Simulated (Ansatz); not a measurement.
**Molecular dynamics of Si**

The input (input.yaml):

```yaml
accuracy: low
crystal:
  lattice:
    - [0.0, 5.605281, 5.605281]
    - [5.605281, 0.0, 5.605281]
    - [5.605281, 5.605281, 0.0]
  atoms:
    - { symbol: Si, position: [0.04807619, -0.00705278, 0.04710138] }
    - { symbol: Si, position: [0.17092961, 0.15695022, 0.14308536] }
    - { symbol: Si, position: [-0.07295471, 0.11988695, 0.49895838] }
    - { symbol: Si, position: [0.1015259, 0.09809661, 0.67132378] }
    - { symbol: Si, position: [0.00641649, 0.54295008, -0.0387735] }
    - { symbol: Si, position: [0.14735834, 0.63956667, 0.11751299] }
    - { symbol: Si, position: [0.03037661, 0.54451302, 0.4706326] }
    - { symbol: Si, position: [0.11834812, 0.70526748, 0.57787092] }
    - { symbol: Si, position: [0.54469393, 0.0088176, 0.01699816] }
    - { symbol: Si, position: [0.70761931, 0.04755327, 0.17362127] }
    - { symbol: Si, position: [0.47084857, -0.01543236, 0.55303931] }
    - { symbol: Si, position: [0.58777415, 0.1404571, 0.64222919] }
    - { symbol: Si, position: [0.50292187, 0.5294294, -2.711e-05] }
    - { symbol: Si, position: [0.63838256, 0.6250664, 0.14777451] }
    - { symbol: Si, position: [0.48471336, 0.54158963, 0.49435987] }
    - { symbol: Si, position: [0.67173119, 0.58807792, 0.62234574] }
basis:
  ecutwfc: 420.0
kpoints:
  mp_grid: { grid: [2, 2, 2] }
hamiltonian:
  xc: pbe
  dispersion: d3bj
scf:
  occupations: { method: fermi_dirac, width: 0.24 }
  lower_state_search: "off"
md:
  timestep: 2
  n_steps: 120
  ensemble: nvt_langevin
  temperature: 2240.0
  initial_velocities: maxwell_boltzmann
  seed: 418666
  friction: 0.02
  temperature_schedule:
    - { n_steps: 90, end_temperature: 300.0 }
    - { n_steps: 30, end_temperature: 300.0 }
```

Launched with:

```bash
$ ansatz run input.yaml --threads 1 --pin off --max-ram 3072MiB --backend cpu --events-out ev --progress --plain --runs-dir out
```

It goes on from the last frame of an earlier run, with new velocities.

Output, in part (warnings, step lines):

```
WARN: dispersion: an atom stands within reach of a switch of its C6 between two reference coordination numbers of its element: through that C6 alone, e_disp changes by 0.025 eV or more while the distances to its neighbours run over a stretch of 0.05 Å that contains this geometry (sites counted from …
md step     0: t =     0.00 fs  T =  2100.0 K (target 2240.0 K)  F+E_penalty+E_count = -10172.04213579 eV  E_kin = 4.343136 eV  (8 SCF iters)
md step     1: t =     2.00 fs  T =  2231.7 K (target 2229.2 K)  F+E_penalty+E_count = -10171.94326890 eV  E_kin = 4.615422 eV  (7 SCF iters)
md step     2: t =     4.00 fs  T =  2006.8 K (target 2207.7 K)  F+E_penalty+E_count = -10171.77224212 eV  E_kin = 4.150283 eV  (7 SCF iters)
md step     3: t =     6.00 fs  T =  1534.1 K (target 2186.1 K)  F+E_penalty+E_count = -10171.59584712 eV  E_kin = 3.172830 eV  (7 SCF iters)
md step     4: t =     8.00 fs  T =  1463.3 K (target 2164.6 K)  F+E_penalty+E_count = -10171.42386134 eV  E_kin = 3.026322 eV  (7 SCF iters)
md step     5: t =    10.00 fs  T =  1537.8 K (target 2143.0 K)  F+E_penalty+E_count = -10171.23200749 eV  E_kin = 3.180417 eV  (6 SCF iters)
md step     6: t =    12.00 fs  T =  1588.9 K (target 2121.4 K)  F+E_penalty+E_count = -10171.04716563 eV  E_kin = 3.286152 eV  (6 SCF iters)
md step     7: t =    14.00 fs  T =  1538.0 K (target 2099.9 K)  F+E_penalty+E_count = -10170.91698928 eV  E_kin = 3.180932 eV  (6 SCF iters)
[... lines left out ...]
md step   119: t =   238.00 fs  T =   538.4 K (target 300.0 K)  F+E_penalty+E_count = -10174.77397952 eV  E_kin = 1.113587 eV  (5 SCF iters)
md step   120: t =   240.00 fs  T =   566.4 K (target 300.0 K)  F+E_penalty+E_count = -10174.81515187 eV  E_kin = 1.171485 eV  (6 SCF iters)
```

The steps, from the saved trajectory:

| time (fs) | T (K) | potential energy less start (eV) |
| --- | --- | --- |
| 0.0 | 2100 | 0.000 |
| 8.0 | 1463 | 0.618 |
| 16.0 | 1471 | 1.169 |
| 24.0 | 1444 | 1.070 |
| 32.0 | 1796 | 0.768 |
| 40.0 | 2294 | 0.267 |
| 48.0 | 2206 | 0.192 |
| 56.0 | 1651 | 0.604 |
| 64.0 | 1298 | 1.161 |
| 72.0 | 1828 | 1.089 |
| 80.0 | 1574 | 1.274 |
| 88.0 | 1176 | 1.807 |
| 96.0 | 1216 | 1.531 |
| 104.0 | 1580 | 0.552 |
| 112.0 | 2005 | -0.475 |
| 120.0 | 1946 | -0.686 |
| 128.0 | 1404 | -0.698 |
| 136.0 | 1142 | -0.807 |
| 144.0 | 1140 | -0.907 |
| 152.0 | 930 | -0.914 |
| 160.0 | 979 | -1.126 |
| 168.0 | 888 | -1.392 |
| 176.0 | 895 | -1.709 |
| 184.0 | 847 | -2.039 |
| 192.0 | 756 | -2.251 |
| 200.0 | 738 | -2.197 |
| 208.0 | 473 | -2.045 |
| 216.0 | 442 | -2.148 |
| 224.0 | 418 | -2.292 |
| 232.0 | 456 | -2.538 |
| 240.0 | 566 | -2.773 |

All steps were run. The schedule's set-point averaged 464 K over the second half and the system 857 K, so it lags behind the ramp. A run of 0.24 ps of so small a system gives no equilibrium averages. Limits of this set-up: coarse k mesh, low accuracy level.

Mean squared displacements from the first frame to the last, about the centre of mass: Si 0.23 Å².

Last frame:

```xyz
16
Lattice="0.0000 5.6053 5.6053 5.6053 0.0000 5.6053 5.6053 5.6053 0.0000" Properties=species:S:1:pos:R:3
Si -0.141 0.028 0.120
Si 1.330 1.340 1.473
Si 2.709 2.799 -0.226
Si 4.080 4.176 1.525
Si 2.893 0.068 2.819
Si 4.186 1.448 4.364
Si 5.525 2.835 2.975
Si 6.883 4.454 4.217
Si 0.060 2.775 2.946
Si 1.220 4.378 4.312
Si 2.856 5.561 3.018
Si 4.251 6.991 4.241
Si 2.788 2.922 5.669
Si 4.286 4.387 7.001
Si 5.771 5.885 5.741
Si 7.156 7.218 7.344
```

Run time: 12 min on 1 thread of Arm Neoverse V2, on a shared host, peak memory 0.75 GiB.
